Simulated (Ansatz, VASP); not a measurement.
HfB2: VASP beside Ansatz

```xyz
3
Lattice="3.1400 0.0000 0.0000 -1.5700 2.7193 0.0000 0.0000 0.0000 3.4800" Properties=species:S:1:pos:R:3 pbc="T T T"
Hf    0.0000    0.0000    0.0000
B     0.0000    1.8129    1.7400
B     1.5700    0.9064    1.7400
```

Alike in both runs: task relaxation of cell and atoms; functional PBEsol; k mesh 12 × 12 × 8; occupations fermi-dirac, width 0.1 eV; no spin polarisation.

|  | VASP | Ansatz |
| --- | --- | --- |
| version | VASP 6.6.1 | Ansatz 0.2.0 |
| potentials or method | VASP PAW PBE potentials, release 64 (Hf_pv, B) | PAW with Ansatz's default frozen-core files, scalar-relativistic |
| plane-wave cutoff (eV) | 600 | 420 |
| valence electrons in the cell | 16 | 32 |

|  | VASP | Ansatz | Ansatz less VASP |
| --- | --- | --- | --- |
| relaxed volume (Å³/atom) | 9.73 | 9.73 | +0.004 |
| relaxed cell length with the largest relative difference (Å) | 3.451 | 3.449 | -0.0016 |
| energy change over the relaxation (meV/atom) | -3 | -2 | +0.1 |

The two sets of potentials don't hold the same shells in valence.

Caveats: the PAW data sets were made with another functional, which shifts forces and pressure a little (VASP). The runs have no spin-orbit coupling, so splittings on Hf are missing.
